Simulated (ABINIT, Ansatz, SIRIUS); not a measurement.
**Al: programs and potentials compared**

```xyz
1
Lattice="-1.5912 1.5912 1.5912 1.5912 -1.5912 1.5912 1.5912 1.5912 -1.5912" Properties=species:S:1:pos:R:3 pbc="T T T"
Al    0.0000    0.0000    0.0000
```

This isn't the form of Al at room conditions, which is fcc.

Alike in all runs: task single point; functional PBEsol; k mesh 12 × 12 × 12; occupations fermi-dirac, width 0.05 eV; no spin polarisation; no spin-orbit coupling. Pressure is positive in compression and, in plane waves, holds the error of the finite cutoff, which Ansatz's Pulay term estimates and takes out.

```csv
program and potentials,plane-wave cutoff (eV),notes,band gap (eV),pressure (GPa)
"Ansatz, Ansatz PAW",420,"potentials made for PBE, which Ansatz adapts in part; Pulay term of +0.05 GPa included",no gap,2.25
"SIRIUS, PseudoDojo 0.4.1 PBEsol standard (scalar relativistic)",557,-,no gap,2.13
"ABINIT, PseudoDojo NC SR PBEsol v0.4.1 standard",544,-,no gap,2.13
"Ansatz, all-electron LAPW, scalar-relativistic",-,-,no gap,2.26
```

None finds a gap. The pressure spans 2.13 (ABINIT, PseudoDojo NC SR PBEsol v0.4.1 standard) to 2.26 GPa (Ansatz, all-electron LAPW, scalar-relativistic), with all-electron results at 2.26.

The functional is the same throughout but for its coding, so the spread measures potentials, basis and numerics; runs on potential files found faulty are left out.
